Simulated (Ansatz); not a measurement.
## Fermi surface of FeCo (Pm-3m)

```xyz
2
Lattice="2.7646 0.0000 0.0000 0.0000 2.7646 0.0000 0.0000 0.0000 2.7646" Properties=species:S:1:pos:R:3 pbc="T T T"
Fe    1.3823    1.3823    1.3823
Co    0.0000    0.0000    0.0000
```

Starting moments along z (μB): Fe1 +2.6, Co2 +1.7.

Conventional cell: a = 2.765 Å, b = 2.765 Å, c = 2.765 Å, α = 90.00°, β = 90.00°, γ = 90.00°. Fe (atom 1) is surrounded by 8 Co at 2.39 Å. Co (atom 2) has 8 Fe at 2.39 Å as nearest neighbours.

Computed, not measured; unless marked otherwise by LDA, all-electron LAPW in Ansatz 0.2.0, scalar-relativistic, spin-polarised. k mesh 12×12×12, fine mesh 20×20×20, Fermi-Dirac smearing of 0.100 eV, basis error target 1 meV/atom. The cell was relaxed by PAW under this functional, which moved its volume by -9 % from the database entry's.

Levels and slopes are solved on a 20×20×20 mesh, and each state is taken as quadratic over its cell.

The cell carries a moment of 4.30 μB.

(1) What is the density of states at the Fermi level, and which bare Sommerfeld coefficient follows?

(2) What Drude plasma energy and σ/τ do the band velocities give?

(3) Which bands cross the Fermi level, and what do they carry?

(4) Map the plane k₃ = 1/2 of the mesh for up spins: how many bands lie under the Fermi level at each point, counted from the least on the plane?

(5) On PAW files the program sums the optical response inside the mesh cells, interband lines and its own Drude term. Where does ε₁ rise through zero (a sharp plasmon if ε₂ is small there), and how much light is reflected?

(6) What does PAW give for the same cell?

Results:

(1) N(E_F) = 0.865 states/eV/atom (both spins), so γ = (π²/3) k_B² N(E_F) = 2.04 mJ/(mol-atom K²) without electron-phonon or spin-fluctuation enhancement.

(2) (ħω_p,α)² = (e²/ε₀VN_k) Σ_nkσ (∂E/∂k_α)² δ(E − E_F) gives ħω_p = (5.71, 5.71, 5.71) eV along x, y, z, and σ/τ = ε₀ω_p² = 6.67×10²⁰ Ω⁻¹m⁻¹s⁻¹ along x. Weighted by the density of states, the mean Fermi speed is 0.321×10⁶ m/s; the surface has an area of 21.4 Å⁻² (mean of the two spins).

(3) 

```
band  spin  filled part  N (states/eV/cell)  speed (10⁶ m/s)  5th to 95th percentile  area (Å⁻²)        filling
   1    up         0.64               0.198            0.877            0.54 to 1.09        13.4  partly filled
   2    up         0.01              0.0947            0.282            0.12 to 0.67        2.06   nearly empty
   1  down         1.00               0.004            0.427            0.30 to 0.57       0.132    nearly full
   2  down         1.00              0.0109            0.422            0.34 to 0.50       0.354    nearly full
   3  down         0.23               0.775            0.269            0.16 to 0.38        16.1  partly filled
   4  down         0.10               0.554            0.198            0.12 to 0.27        8.48  partly filled
   5  down         0.01              0.0914            0.322            0.15 to 0.51        2.27   nearly empty
```

(4) k₁ runs to the right and k₂ upwards, each from −½ to ½ with 0 in the middle (the axes needn't be at right angles):
```
00000000002000000000
00000000002000000000
00000000001000000000
00000000001000000000
00000000011100000000
00000000011100000000
00000000122210000000
00000001122211000000
00000112222222110000
22211112222222111122
00000112222222110000
00000001122211000000
00000000122210000000
00000000011100000000
00000000011100000000
00000000001000000000
00000000001000000000
00000000002000000000
00000000002000000000
00000000002000000000
```

(5) 

```json
{
  "Fine mesh": "20, 20, 20",
  "Window top": "30 eV",
  "Line width": "0.15 eV",
  "Drude damping": "0.1 eV",
  "ε₁ rises through zero at x": "2.18, 6.58, 8.93, 11.94 eV",
  "ε₂ there x": "27.73, 4.68, 2.18, 2.16",
  "Plasma energy (x, y, z)": "6.062, 6.062, 6.062 eV",
  "Reflectivity at 1 eV, x-polarised": "0.7577",
  "Reflectivity at 2 eV, x-polarised": "0.5962",
  "Reflectivity at 3 eV, x-polarised": "0.6597"
}
```

The plasma energy here is the program's own sum at the run's smearing; it differs from the value above by up to 6 %, through mesh and smearing.

(6) N(E_F) = 0.865 states/eV/atom and ħω_p,x = 5.71 eV.

Keep in mind: a lower magnetic state may exist; these sums move with the mesh, by several per cent and more for small sheets; frozen-core PAW files fitted under PBE, their cores solved anew for the functional of the run.
